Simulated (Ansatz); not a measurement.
**Structure relaxation of NbAs**

These are results of DFT r2SCAN, scalar-relativistic, plane waves, PAW (Ansatz), not measurements. Cutoff 500 eV, Γ-centred k mesh, Gaussian smearing, no spin polarisation in the final step.

The start puts NbAs on the rock salt structure type (Fm-3m, No. 225), with Nb in place of Na, As in place of Cl, at a guessed volume.

```
CELL_PARAMETERS angstrom
0.00000 2.59857 2.59857
2.59857 0.00000 2.59857
2.59857 2.59857 0.00000
ATOMIC_POSITIONS crystal
Nb 0.00000 0.00000 0.00000
As 0.50000 0.50000 0.50000
```

Cell and atoms relax at zero pressure; the relaxation can't lower the symmetry of the start. After a coarse first stage the cell is made exact in the group found at 0.06 Å.

Formation energies are uncorrected and refer to the elements' standard structures at the same level.

Q: What does it relax into?

A: It keeps Fm-3m (No. 225). The result still has the rock salt structure. Conventional cell: a = 5.258 Å. Nb has 6 As at 2.63 Å; As is coordinated by 6 Nb at 2.63 Å.

```
Nb As
1.0
     0.00000    2.62912    2.62912
     2.62912    0.00000    2.62912
     2.62912    2.62912    0.00000
Nb As
1 1
Cartesian
  0.0000 0.0000 0.0000
  2.6291 2.6291 2.6291
```

Q: What are its volume, energy, density and gap?

A: The volume per atom is 18.17 Å³ and the density is 7.67 g/cm³. The energy over the elements is -0.33 eV/atom and the gap on the 18×18×18 mesh is 0 eV (a metal).

The final run used a 18×18×18 mesh on its 2-atom cell and 0.10 eV smearing. The k mesh leaves about 4 meV/atom of noise in metals. A structure relaxed within its symmetry needn't be a true minimum.

Cost: 3 runs of about 1.5 core-minutes in all, on Arm Neoverse V2 (shared hosts).